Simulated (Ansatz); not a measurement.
HgTe, DFT, PBE, all-electron LAPW, Dirac equation with spin-orbit coupling (Ansatz 0.2.0), run on 1 thread of Arm Neoverse V2 on a shared host.

The cell is COD entry 1539232, as deposited and not checked against the literature; nothing was relaxed.

Command: `ansatz run input.yaml --threads 1 --pin off --max-ram 2048MiB --backend cpu --events-out ev --progress --plain --runs-dir out`

```yaml
crystal:
  lattice:
    - [0.0, 3.2235, 3.2235]
    - [3.2235, 0.0, 3.2235]
    - [3.2235, 3.2235, 0.0]
  atoms:
    - { symbol: Hg, position: [0.0, 0.0, 0.0] }
    - { symbol: Te, position: [0.75, 0.75, 0.75] }
kpoints:
  mp_grid: { grid: [9, 9, 9] }
  band_path:
    path:
      - [0.0, 0.0, 0.0]
      - [-0.5, -0.5, 0.0]
      - [-0.375, -0.375, 0.25]
      - [-0.375, 0.0, 0.375]
      - [0.0, 0.0, 0.0]
      - [0.0, 0.0, 0.5]
      - [-0.5, -0.25, 0.25]
      - [-0.5, -0.5, 0.0]
    npoints: 5
scf:
  occupations: { method: fermi_dirac, width: 0.05 }
hamiltonian:
  xc: pbe
  pseudopotentials: { kind: all_electron, lapw: { basis_error: 0.0005 } }
output:
  forces: true
  stress: true
  eigenvalues: true
magnetization:
  noncollinear: true
  spin_orbit: true
```

(1) How large is the problem that the program sets up?

(2) About how long does it take, and how much memory does it use?

(3) And the same cell and mesh by frozen-core PAW, asked for forces, stress, eigenvalues, efg, noncollinear, spin_orbit and the same band path, on the same hardware?

Answers

(1) 35 irreducible k-points, 725 plane waves at Γ, 82 bands.

(2) 4.6 min of wall time for 7 SCF iterations, with a peak of 0.72 GiB. Times on shared machines scatter by tens of per cent.

(3) 47 s, peak memory 0.7 GiB.
